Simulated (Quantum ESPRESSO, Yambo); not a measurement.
# GaP (F-43m): G0W0 with Yambo, start to end, part 2 of 3

Aim: the G0W0 gap of GaP (F-43m) on PBE, step by step.

Quantum ESPRESSO 7.5 and Yambo 5.3.0; PBE and many-body steps on it, plane waves. Known limits of the many-body steps: not at the basis limit; no spin-orbit coupling; coarse k mesh.

So far. Step 2 (Ground state): The gap is indirect, with the least direct gap 0.16 eV higher. Step 3 (Bands along the symmetry lines): The gap is 1.594 eV, −0.059 eV from the run before at this level.

## 4. Empty states on the mesh, 4×4×4 mesh, 141 bands

Level of this step: DFT, PBE, plane waves, norm-conserving pseudopotentials (Quantum ESPRESSO).

The sums over transitions need many empty states on a uniform mesh; this step solves for them.

Contents of pw.in:

```
&control
  calculation = 'nscf'
  prefix = 'x'
  outdir = 'o'
  pseudo_dir = 'pseudo'
/
&system
  ibrav = 0
  nat = 2
  ntyp = 2
  ecutwfc = 104.0
  nbnd = 141
  force_symmorphic = .true.
/
&electrons
  conv_thr = 1e-9
  electron_maxstep = 80
  diago_full_acc = .true.
  diago_thr_init = 5e-6
/
ATOMIC_SPECIES
  Ga 69.723 Ga.upf
  P 30.974 P.upf
CELL_PARAMETERS angstrom
  0.0000000000 2.7252500000 2.7252500000
  2.7252500000 0.0000000000 2.7252500000
  2.7252500000 2.7252500000 0.0000000000
ATOMIC_POSITIONS crystal
  Ga 0.0000000000 0.0000000000 0.0000000000
  P 0.2500000000 0.2500000000 0.2500000000
K_POINTS automatic
  4 4 4 0 0 0
```

The run is started by

```
> OMP_NUM_THREADS=1 mpirun -n 4 pw.x -nk 4 -in pw.in > pw.out
```

Output:

```text
[banner, memory and clock lines left out]
Program PWSCF v.7.5 starts

     Atomic positions and unit cell read from directory:
     o/x.save/

     Message from routine setup:
     using ibrav=0 with symmetry is DISCOURAGED, use correct ibrav instead

     G-vector sticks info

     bravais-lattice index     =            0
     lattice parameter (alat)  =       7.2832  a.u.
     unit-cell volume          =     273.1780 (a.u.)^3
     number of atoms/cell      =            2
     number of atomic types    =            2
     number of electrons       =        26.00
     number of Kohn-Sham states=          141
     kinetic-energy cutoff     =     104.0000  Ry
     charge density cutoff     =     416.0000  Ry
     Exchange-correlation= PBE
                           (   1   4   3   4   0   0   0)

     celldm(1)=   7.283166  celldm(2)=   0.000000  celldm(3)=   0.000000
     celldm(4)=   0.000000  celldm(5)=   0.000000  celldm(6)=   0.000000

     crystal axes: (cart. coord. in units of alat)
               a(1) = (   0.000000   0.707107   0.707107 )
               a(2) = (   0.707107   0.000000   0.707107 )
               a(3) = (   0.707107   0.707107   0.000000 )

     reciprocal axes: (cart. coord. in units 2 pi/alat)
               b(1) = ( -0.707107  0.707107  0.707107 )
               b(2) = (  0.707107 -0.707107  0.707107 )
               b(3) = (  0.707107  0.707107 -0.707107 )
     Pseudo is Norm-conserving + core correction, Zval = 21.0
     Generated using ONCVPSP code by D. R. Hamann
     Using radial grid of 1902 points,  6 beta functions with:
     Pseudo is Norm-conserving + core correction, Zval =  5.0
     Generated using ONCVPSP code by D. R. Hamann
     Using radial grid of 1298 points,  6 beta functions with:
     Ga               21.00    69.72300     Ga( 1.00)
     P                 5.00    30.97400     P ( 1.00)

     24 Sym. Ops. (no inversion) found

   Cartesian axes

     site n.     atom                  positions (alat units)
         1        Ga     tau(   1) = (   0.0000000   0.0000000   0.0000000  )
         2        P      tau(   2) = (   0.3535534   0.3535534   0.3535534  )

     number of k points=     8
                       cart. coord. in units 2pi/alat
        k(    1) = (   0.0000000   0.0000000   0.0000000), wk =   0.0312500
        k(    2) = (   0.1767767   0.1767767  -0.1767767), wk =   0.2500000
        k(    3) = (  -0.3535534  -0.3535534   0.3535534), wk =   0.1250000
[...]
k(    7) = (  -0.7071068   0.0000000   0.0000000), wk =   0.0937500
        k(    8) = (  -0.7071068   0.3535534   0.0000000), wk =   0.1875000

     Dense  grid:    39189 G-vectors     FFT dimensions: (  48,  48,  48)

     The potential is recalculated from file :
     o/x.save/charge-density

     Starting wfcs are   17 randomized atomic wfcs +  124 random wfcs

     Band Structure Calculation

     End of band structure calculation

          k = 0.0000 0.0000 0.0000 (  4909 PWs)   bands (ev):

  -135.1871 -85.9119 -85.9119 -85.9119  -6.3350  -6.3350  -6.3350  -6.2380
    -6.2380  -4.2883   8.2046   8.2046   8.2046  10.0222  12.0913  12.0913
    12.0913  17.0190  17.9322  17.9322  20.6547  20.6547  20.6547  24.0456
[...]
[... 6 further rows ...]
[...]
118.1328 118.1328 118.1328 119.0994 119.0994

          k = 0.1768 0.1768-0.1768 (  4873 PWs)   bands (ev):

[...]
[... 6 further rows ...]
[...]
118.1617 119.5082 119.5082 120.6883 121.4973

          k =-0.3536-0.3536 0.3536 (  4910 PWs)   bands (ev):

[...]
73.2092  75.8608  75.8608  76.0942  76.2736  76.2736  77.2919  79.4084
     [... 6 further rows ...]
   114.4791 114.6481 114.6481 115.8646 116.1635 116.1635 118.1900 118.1900
   118.7901 121.4459 121.4459 122.2177 123.4261

          k = 0.3536 0.0000 0.0000 (  4865 PWs)   bands (ev):

     [... further k-points ...]

     highest occupied, lowest unoccupied level (ev):     8.2046    9.8577

     XML data file, pseudopotentials, collected wavefunctions
```

Run time: 12 s. Hardware: 4 MPI ranks of Arm Neoverse V1, shared host; peak memory 0.44 GiB.

Numbers from this step:

| Property | Result |
| --- | --- |
| gap | 1.653 eV |
| k of the valence top | 0, 0, 0 |
| k of the conduction bottom | 0, -0.5, -0.5 |
| least direct gap | 1.818 eV |
| k points computed | 8 |
| lowest point of the top converged band, above the valence top | 110.8948 eV |

On this mesh the gap is 1.653 eV.

## 5. Conversion and set-up

This step: Yambo 5.3.0; conversion and set-up on PBE, plane waves, norm-conserving pseudopotentials.

The states are converted to the many-body program's format and the q mesh is built.

The run is started by

```
> (cd o/x.save; p2y > p2y.log; mv SAVE ../..); yambo > setup.log
```

Output:

```text
 Yambo, version 5.3.0

 [02] CORE Variables Setup
 =========================

  [02.01] Unit cells
  ==================

  Cell kind             :  FCC
  Atoms in the cell     :  Ga  P
  number of Ga atoms    :  1
  number of P  atoms    :  1

  List of atomic masses
  Mass of Ga    :  69.72300
  Mass of P     :  30.97400

  List of atomic coordinates    : [cc]
  Ga1       :  0.000000  0.000000  0.000000  order 1
  P1       :  2.574988  2.574988  2.574988  order 2

  Alat factors          :  5.149976  5.149976  5.149976 [a.u.]
  Direct lattice volume :  273.1780 [a.u.]
  Direct lattice vectors:  A[ 1 ]  A[ 2 ]  A[ 3 ]
   A[ 1 ]:  0.000000  1.000000  1.000000  [iru]
   0.000000  5.149976  5.149976  [cc]
   A[ 2 ]:  1.000000  0.000000  1.000000  [iru]
   5.149976  0.000000  5.149976  [cc]
   A[ 3 ]:  1.000000  1.000000  0.000000  [iru]
   5.149976  5.149976  0.000000  [cc]

  Recip. lattice volume :  0.908017 [a.u.]
  Recip. lattice vectors:  B[ 1 ]  B[ 2 ]  B[ 3 ]
   B[ 1 ]: -0.500000  0.500000  0.500000  [iku]
  -0.610021  0.610021  0.610021  [cc]
   B[ 2 ]:  0.500000 -0.500000  0.500000  [iku]
   0.610021 -0.610021  0.610021  [cc]
   B[ 3 ]:  0.500000  0.500000 -0.500000  [iku]
   0.610021  0.610021 -0.610021  [cc]

  [02.02] Symmetries
  ==================

  Inversion symmetry    : yes
  Spatial inversion     : no
  Inversion index       :  25
  K-space Time-reversal : yes
  Magnetic symmetries   : no
  Time-reversal derived K-space symmetries:   25   48
  Group table correct   : yes
  Symmetries units      :  [cc]

   [S  1]:   1.0000      0.28077E-16  0.28077E-16  0.28077E-16   1.0000     -0.28077E-16 -0.28077E-16 -0.28077E-16   1.0000
   [S  2]:  -1.0000     -0.28077E-16  0.28077E-16 -0.28077E-16  -1.0000     -0.28077E-16  0.28077E-16  0.28077E-16   1.0000
   [S  3]:  -1.0000      0.28077E-16 -0.28077E-16 -0.28077E-16   1.0000      0.28077E-16  0.28077E-16 -0.28077E-16  -1.0000
[...]
[S  9]:  0.28077E-16   1.0000      0.28077E-16 -0.28077E-16  0.28077E-16   1.0000       1.0000     -0.28077E-16 -0.28077E-16
   [S 10]:  0.28077E-16  -1.0000     -0.28077E-16 -0.28077E-16 -0.28077E-16  -1.0000       1.0000      0.28077E-16  0.28077E-16
     [... 36 further rows ...]
   [S*47]:   1.0000      0.28077E-16 -0.28077E-16  0.28077E-16 -0.28077E-16  -1.0000     -0.28077E-16   1.0000      0.28077E-16
   [S*48]:   1.0000     -0.28077E-16  0.28077E-16  0.28077E-16  0.28077E-16   1.0000     -0.28077E-16  -1.0000     -0.28077E-16

  [02.03] Reciprocal space
  ========================

  nG shells         :   375
  nG charge         :   39189
  nG WFs            :   5904
  nC WFs            :   4916
  G-vecs. in first 37 shells:  [ Number ]
     1    9   15   27   51   59   65   89  113
    137   169   181   229   259   283   307   331   339
    387   411   459   531   537   561   609   645   701
[...]
1139
  ...
[...]
K/Q-points units:
  rlu = crystal or reduced units; cc = cartesian coordinates; iku = interal k-units

  K [1]          [rlu]:  0.000000  0.000000  0.000000
         WF components:   4909
  K [2]          [rlu]:  0.24132E-17  0.24132E-17  0.25000
         WF components:   4873
  K [3]          [rlu]: -0.48265E-17 -0.48265E-17 -0.50000
         WF components:   4910
  K [4]          [rlu]:  0.17252E-17  0.25000      0.25000
         WF components:   4865
  K [5]          [rlu]:  0.10504E-16  0.25000     -0.50000
         WF components:   4893
  [... 2 further k-points ...]
  K [8]          [rlu]:  0.250000 -0.500000 -0.250000
         WF components:   4916

  [02.05] Energies & Occupations
  ==============================

  [X] === General ===
  [X] Electronic Temperature                        :  0.000000  0.000000 [eV K]
  [X] Bosonic    Temperature                        :  0.000000  0.000000 [eV K]
  [X] Finite Temperature mode                       : no
  [X] El. density                                   :  0.64228E+24 [cm-3]
  [X] Fermi Level                                   :  8.204632 [eV]

  [X] === Gaps and Widths ===
  [X] Conduction Band Min                           :  1.653057 [eV]
  [X] Valence Band Max                              :  0.000000 [eV]
  [X] Filled Bands                                  :  13
  [X] Empty Bands                                   :   14  141
  [X] Direct Gap                                    :  1.817542 [eV]
  [X] Direct Gap localized at k                     :  1
  [X] Indirect Gap                                  :  1.653057 [eV]
  [X] Indirect Gap between kpts                     :   1   7
  [X] Last valence band width                       :  3.419264 [eV]
  [X] 1st conduction band width                     :  3.048655 [eV]

  E @ K [1]:  [eV]
  -143.3917  -94.1165  -94.1165  -94.1165  -14.5396  -14.5396  -14.5396  -14.4426
   -14.443      -12.493     -0.24128E-09 -0.15295E-09   0.0000       1.8175       3.8866       3.8866
    3.88663   8.81441   9.72756   9.72756  12.45007  12.45007  12.45007  15.84095
[...]
occ @ K [1]
[...]
E @ K [2]:  [eV]
[...]
occ @ K [2]
[...]
E @ K [3]:  [eV]
[...]
occ @ K [3]
[...]
E @ K [4]:  [eV]
[...]
occ @ K [4]
[...]
E @ K [5]:  [eV]
[...]
occ @ K [5]
[...]
[... 2 further k-points ...]
  E @ K [8]:  [eV]
[...]
occ @ K [8]
[...]
0.000000  0.000000  0.000000  0.000000  0.000000  0.000000  0.000000  0.000000
   0.000000  0.000000  0.000000  0.000000  0.000000  0.000000  0.000000  0.000000

 [03] Transferred momenta grid and indexing
 ==========================================

 IBZ Q-points                                      :   8
 BZ  Q-points                                      :   64

 K/Q-points units:
 rlu = crystal or reduced units; cc = cartesian coordinates; iku = interal k-units

 Q [1]          [rlu]:  0.000000  0.000000  0.000000
 Q [2]          [rlu]: -0.25926E-17 -0.25926E-17  0.25000
 Q [3]          [rlu]:  0.51853E-17  0.51853E-17 -0.50000
[...]
Q [7]          [rlu]: -0.34504E-17 -0.50000     -0.50000
 Q [8]          [rlu]:  0.250000 -0.500000 -0.250000

  [03.01] X indexes
  =================

   [03.01.01] Sigma indexes
   ========================

 [06] Game Over & Game summary
```

Run time: 3.1 s. Hardware: 1 MPI rank; peak memory 0.25 GiB.

[end of part 2 of 3]

[Paths, hosts, dates, memory and timing lines, banners, echoed tables and standing remarks are left out of the program output.]

[Logs are printed without paths, hosts, clocks, repeated set-up lines and the standing remarks that a program may print on its own settings, such as how far it seeks lower states.]

[Runs of the session that timed out or met a known fault of the program may be left out.]

[Hosts, paths, dates, database ids (printed as entryN), source tags and the programs' standing remarks are cut or masked in the printed files.]
